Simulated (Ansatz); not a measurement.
**InSb under strains and displacements**

The calculation used DFT PBE, scalar-relativistic, plane waves, PAW (Ansatz).

Plane waves to 420 eV, a k mesh through Γ of 14×14×8 on the computed 2-atom cell and Gaussian smearing (0.10 eV); no spin polarisation.

Reference cell:

```
In Sb
1.0
     3.07666    0.00000    0.00000
     0.00000    3.07666    0.00000
     0.00000    0.00000    6.21547
In Sb
1 1
Direct
  0.00000 0.00000 0.00000
  0.00000 0.00000 0.50000
```

Each variant moves atoms of this cell by the vectors given, if any (Å), and then applies a symmetric strain (tensor components, Cartesian axes). The reference cell isn't relaxed at this level. Energies are per atom at zero smearing, counted from the lowest variant. Pressure is positive in compression.

1. strain (xx yy zz yz xz xy, %) 2.26 2.26 -0.74 0.00 0.00 0.00
2. strain (xx yy zz yz xz xy, %) 1.00 1.00 -0.50 0.00 0.00 0.00
3. strain (xx yy zz yz xz xy, %) 5.56 5.56 2.56 0.00 0.00 0.00

(1) Order the variants by energy, lowest first.

(2) Order them by pressure, highest first.

Results:

(1) 2 (0.0 meV/atom), 1 (6.1 meV/atom), 3 (55.7 meV/atom).

(2) 2 (-0.15 GPa), 1 (-1.03 GPa), 3 (-3.84 GPa).

This form isn't the usual stable structure of the compound.